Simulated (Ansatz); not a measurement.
## Re: clamped-ion strain scan

These are results of DFT PBE, scalar-relativistic, plane waves, PAW (Ansatz 0.2.0), not measurements. The runs took a 420 eV cutoff, a Γ-centred 21×21×12 mesh and Gaussian smearing (0.15 eV). Spin–orbit coupling is left out, which can shift energies with elements as heavy as these. No spin polarisation. Energies are free energies at this smearing, counted from the undisturbed cell; pressure is positive in compression.

The starting cell (as given, not relaxed at this level; it stands at 3.4 GPa):

```
CELL_PARAMETERS angstrom
2.76534 0.00000 0.00000
-1.38267 2.39485 0.00000
0.00000 0.00000 4.47358
ATOMIC_POSITIONS crystal
Re 0.33333 0.66667 0.25000
Re 0.66667 0.33333 0.75000
```

The cell is strained by ε times the Voigt pattern (0, 0, 0, 0, 1, 0) (xx, yy, zz, yz, xz, xy; engineering shear) with fractional coordinates fixed. The cell is metallic on the mesh throughout.

| ε | ΔE (meV/atom) |
| --- | --- |
| -0.0200 | 3.1 |
| -0.0100 | 0.8 |
| 0.0000 | 0.0 |
| 0.0050 | 0.2 |
| 0.0150 | 1.7 |

(1) Predict the pressure (GPa) at each point.

## Answers

(1)
| ε | pressure (GPa) |
| --- | --- |
| -0.0200 | 3.5 |
| -0.0100 | 3.4 |
| 0.0000 | 3.4 |
| 0.0050 | 3.4 |
| 0.0150 | 3.5 |